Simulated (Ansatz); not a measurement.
# AlFe in Ansatz: the effect of functional

Crystal: AlFe.

```
CELL_PARAMETERS angstrom
2.91000 0.00000 0.00000
0.00000 2.91000 0.00000
0.00000 0.00000 2.91000
ATOMIC_POSITIONS crystal
Fe 0.50000 0.50000 0.50000
Al 0.00000 0.00000 0.00000
```

Alike in all runs:

| Property | Result |
| --- | --- |
| Program | Ansatz 0.2.0 |
| Task | band structure |
| Potentials or basis | all-electron LAPW, scalar-relativistic |
| Basis error allowed | 0.001 eV/atom |
| k mesh | 9 × 9 × 9 |
| Occupations | fermi-dirac, width 0.05 eV |
| Spin | collinear spin, ferromagnetic start |
| Starting moments | [3.0, 0.0] μB |

```tsv
functional	cutoff	pressure (GPa)	moment (μB)
PBEsol	247 eV (chosen from the basis error)	-11.3	0.66
LDA	248 eV (chosen from the basis error)	?	?
PBE	247 eV (chosen from the basis error)	-6.2	0.66
```

**Question.** What does the run with functional LDA give?

**Answer.** Pressure -16.5 GPa; moment 0.62 μB.
